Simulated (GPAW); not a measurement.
Runs of GPAW 26.7.0 on BN. Symmetry: P6_3mc, No. 186, hexagonal system. Conventional cell: a = 2.554 Å, b = 2.554 Å, c = 4.227 Å, α = 90.00°, β = 90.00°, γ = 120.00°. Around N (site symmetry 3m) lie 4 B at 1.57 to 1.58 Å. Around B (site symmetry 3m) lie 4 N at 1.57 to 1.58 Å. Measurements of this composition are mostly on another form, of space group No. 194.

```tsv
task	level	potentials or basis	cell	k mesh	cutoff (eV)	smearing	maxiter	response ecut	response k mesh	response bands	kernels	gap on the mesh (eV)	pressure (GPa)	largest force (eV/Å)
single point	PBEsol	PAW data sets generated in the run's folder for this functional, pw	atoms moved at random, drawn with an rms of 0.05 Å	12 × 12 × 6	800	fermi-dirac 0.05 eV	150	-	-	-	-	4.26	-5.8	1.83
single point	PBEsol	PAW data sets generated in the run's folder for this functional, pw	as given	12 × 12 × 6	800	fermi-dirac 0.05 eV	150	-	-	-	-	(b)	-7.1	0.01
dielectric tensor	PBE	GPAW PAW data sets (gpaw-data 1.2.1), pw	as given	10 × 10 × 5	600	fermi-dirac 0.001 eV	150	80 eV	21 × 21 × 11	48	["RPA", "LR0.1", "LR0.3"]	5.38	-	-
single point	PBE	GPAW PAW data sets (gpaw-data 1.2.1), pw	as given	10 × 10 × 5	600	fermi-dirac 0.05 eV	120	-	-	-	-	5.38	-12.2	(a)
```

Alike in all rows: no spin polarisation.

Question: Fill in the values left out.

Answer: (a) 0.02; (b) 4.98.

Caveats: an odd mesh through Γ misses points on the zone boundary, where band edges often lie (some runs); the long-wavelength limit can be off by a per cent or two (some runs); the cutoff is short for stress and forces, so pressures can be off by a GPa or more (some runs).
